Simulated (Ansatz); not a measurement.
# The polar optical mode of NaH at 6 GPa, worked through

Theory: DFT PBE, scalar-relativistic, plane waves, PAW in Ansatz. Cutoff 420 eV, 8×8×8 k-points (Γ-centred), fixed occupations. No spin polarisation. Phonons by linear response, acoustic sum rule imposed.

The cell, relaxed at 6 GPa:
```cif
data_structure
_symmetry_space_group_name_H-M 'Fm-3m'
_symmetry_Int_Tables_number 225
_cell_length_a 4.5456
_cell_length_b 4.5456
_cell_length_c 4.5456
_cell_angle_alpha 90.000
_cell_angle_beta 90.000
_cell_angle_gamma 90.000
_cell_volume 93.92
loop_
_atom_site_label
_atom_site_type_symbol
_atom_site_symmetry_multiplicity
_atom_site_Wyckoff_symbol
_atom_site_fract_x
_atom_site_fract_y
_atom_site_fract_z
_atom_site_occupancy
Na1 Na 4 a 0.00000 0.00000 0.00000 1
H1 H 4 b 0.50000 0.00000 0.00000 1
```

Linear response gives ν_TO = 682.0 cm⁻¹, Born charges ±0.917 e (positive on Na) and ε∞ = 3.143. The primitive cell holds 23.480 Å³, and the masses are 22.990 and 1.008 amu.

Q: Find ν_LO and the static dielectric constant.

A: The long-wave field adds a restoring force: ω_LO² − ω_TO² = Z*²e²/(ε_vac ε∞ μV). In these units ν_LO² − ν_TO² = 4.92064×10⁷ Z*²/(μ V ε∞) cm⁻², with μ = m₁m₂/(m₁ + m₂) = 0.966 amu: 581054 cm⁻². So ν_LO = √(682.0² + 581054) = 1022.8 cm⁻¹, and the run gives 1022.9. Lyddane–Sachs–Teller then gives ε0 = ε∞ (ν_LO/ν_TO)² = 7.07, against 7.07 in the run (it forms both from the same three quantities, so the match checks the arithmetic only). Between ν_TO and ν_LO the dielectric function is negative and an undamped crystal reflects fully: a reststrahlen band from 9.8 to 14.7 μm.

Q: What do the Clausius–Mossotti polarisability and the Szigeti charge come to?

A: With the Lorentz local field, α = (3V/4π)(ε∞ − 1)/(ε∞ + 2) = 2.34 Å³ for the pair, and e_S = 3Z*/(ε∞ + 2) = 0.54 e. The Born charge includes the electrons' response to the dipole's own local field, and e_S takes that enhancement out. The Lorentz field assumes point-like polarisable ions, a fair picture at this small ε∞.

Q: How strongly does a slow electron couple to the LO mode?

A: For one isotropic parabolic band, Fröhlich's constant is α_F = (1/ε∞ − 1/ε0) √(m* Ry/ħω_LO), with Ry = 13.606 eV, ħω_LO = 126.8 meV and m* in free-electron masses: α_F = 0.1767 × 10.36 × √m* = 1.83 √m*. The band mass isn't part of this run; for m* = 0.1, 0.3 and 1 it gives 0.58, 1.00, 1.83. In weak coupling the polaron lies α_F ħω_LO below the band edge (127 meV at m* = 0.3) with a mass m*(1 + α_F/6); past α_F of about 5 or 6 that expansion fails. A semilocal functional's ε∞ tends to be too large, which taken alone lowers α_F.

Cost: 1 run of about 0.38 core-minutes, on Arm Neoverse N1 (shared hosts).